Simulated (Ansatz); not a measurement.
Crystal: Al2O3.

```
Al O
1.0
     3.01748    0.00000    0.00000
    -1.50874    2.61322    0.00000
     0.00000    0.00000    7.57464
Al O
2 3
Direct
  0.00000 0.00000 0.72205
  0.00000 0.00000 0.27795
  0.00000 0.00000 0.50000
  0.66667 0.33333 0.80055
  0.33333 0.66667 0.19945
```

Measurements of this composition are mostly on another form, of space group No. 167.

- Program: Ansatz 0.2.0
- Task: relaxation of cell and atoms
- Functional: BLYP
- Dispersion: D4
- Potentials or basis: Ansatz PAW
- Cutoff: 420 eV (not typed: the program's choice for these potentials)
- k mesh: 10 × 10 × 4
- Occupations: fermi-dirac, width 0.05 eV
- Spin: no spin polarisation

At the start: volume 11.95 Å³/atom.

Task: Where does the relaxation end?

Result: It ends after 11 steps and the volume is 11.22 Å³/atom (-6.1 %); space group P-3m1 (No. 164, to 0.05 Å).

The path:
| step | energy change (eV) | largest force (eV/Å) | volume (Å³) |
| --- | --- | --- | --- |
| 1 | 0.0000 | 0.1926 | 59.73 |
| 2 | -0.0464 | 0.1915 | 56.41 |
| 3 | -0.0486 | 0.1224 | 56.70 |
| 4 | -0.0513 | 0.0326 | 56.48 |
| 5 | -0.0515 | 0.0122 | 56.46 |
| 6 | -0.0514 | 0.0003 | 56.47 |
| 7 | -0.0405 | 0.0010 | 56.47 |
| 8 | -0.0426 | 0.0008 | 56.14 |
| 9 | -0.0409 | 0.0008 | 56.14 |
| 10 | -0.0412 | 0.0001 | 56.08 |
| 11 | -0.0409 | 0.0001 | 56.08 |

Final structure:
```
Al O
1.0
     2.99512    0.00000    0.00000
    -1.49756    2.59385    0.00000
     0.00000    0.00000    7.21913
Al O
2 3
Direct
  0.00000 0.00000 0.73116
  0.00000 0.00000 0.26884
  0.00000 0.00000 0.50000
  0.66667 0.33333 0.81213
  0.33333 0.66667 0.18787
```

Caveat: the plane-wave basis is chosen anew once the cell has moved, so the energies of steps on either side of that aren't comparable; the pressure holds a Pulay correction of +0.8 GPa for the finite cutoff; the PAW data sets come from PBE, with cores solved anew for the run's functional, which leaves a small shift of forces and pressure.
